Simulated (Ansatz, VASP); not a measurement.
# WS in VASP and in Ansatz

The input INCAR:

```
PREC     = Accurate       # precision mode
ENCUT    = 520            # plane-wave cutoff, eV
EDIFF    = 1E-6           # SCF threshold, eV
ISMEAR   = 0              # smearing method
SIGMA    = 0.05           # smearing width, eV
LREAL    = F              # projectors in reciprocal space
LASPH    = T              # aspherical terms in the spheres
NELM     = 150            # most SCF steps
ALGO     = Normal         # electronic algorithm
ISIF     = 2              # what is computed and relaxed
LWAVE    = F              # write WAVECAR
LCHARG   = F              # write CHGCAR
LMAXMIX  = 4              # l up to which the mixer works
LDAU     = T              # DFT+U
LDAUTYPE = 2            
LDAUL    = 2 -1           # shell
LDAUU    = 4 0            # U, eV
LDAUJ    = 0 0          
LDAUPRINT= 1            
GGA      = PE             # functional
NBANDS   = 17             # bands
```

KPOINTS

```
regular mesh
0
Gamma
  14 14 14
```

Contents of POSCAR:

```
WS
1.0
    0.0000000000      2.6669566061      2.6669566061
    2.6669566061      0.0000000000      2.6669566061
    2.6669566061      2.6669566061      0.0000000000
W S
1 1
Direct
    0.0000000000      0.0000000000      0.0000000000
    0.2500000000      0.2500000000      0.2500000000
```

Input for Ansatz:

```yaml
crystal:
  lattice:
    - [0.0, 2.6669566061, 2.6669566061]
    - [2.6669566061, 0.0, 2.6669566061]
    - [2.6669566061, 2.6669566061, 0.0]
  atoms:
    - { symbol: W, position: [0.0, 0.0, 0.0] }
    - { symbol: S, position: [0.25, 0.25, 0.25] }
basis:
  ecutwfc: 420
kpoints:
  mp_grid: { grid: [14, 14, 14] }
hamiltonian:
  xc: pbe
  hubbard: { sites: [{ species: W, l: d, u_eff: 4.0 }] }
scf:
  occupations: { method: gaussian, width: 0.05 }
output:
  forces: true
  stress: true
  eigenvalues: true
```

Alike in both runs: task single point; functional PBE; k mesh 14 × 14 × 14; occupations gaussian, width 0.05 eV; no spin polarisation; Hubbard terms W d U = 4.0 eV.

|  | VASP | Ansatz |
| --- | --- | --- |
| version | VASP 6.6.1 | Ansatz 0.2.0 |
| potentials or method | VASP PAW PBE potentials, release 64 (W_sv, S) | scalar-relativistic, plane waves, PAW |
| plane-wave cutoff (eV) | 520 | 420 |
| valence electrons in the cell | 20 | 20 |

|  | VASP | Ansatz | Ansatz less VASP |
| --- | --- | --- | --- |
| gap on the k mesh at the Fermi level (eV) | none | none | - |
| pressure (GPa) | 4.3 | 2.8 | -1.45 |

The programs project onto different local orbitals, so the same U acts differently. A gap of «none» marks a metal or a gap that the smearing closes. Ansatz warned: «filled_band_counts_differ_across_k_points».

Caveats: U without spin polarisation on a metal has little footing. The runs have no spin-orbit coupling, so splittings on W are missing.
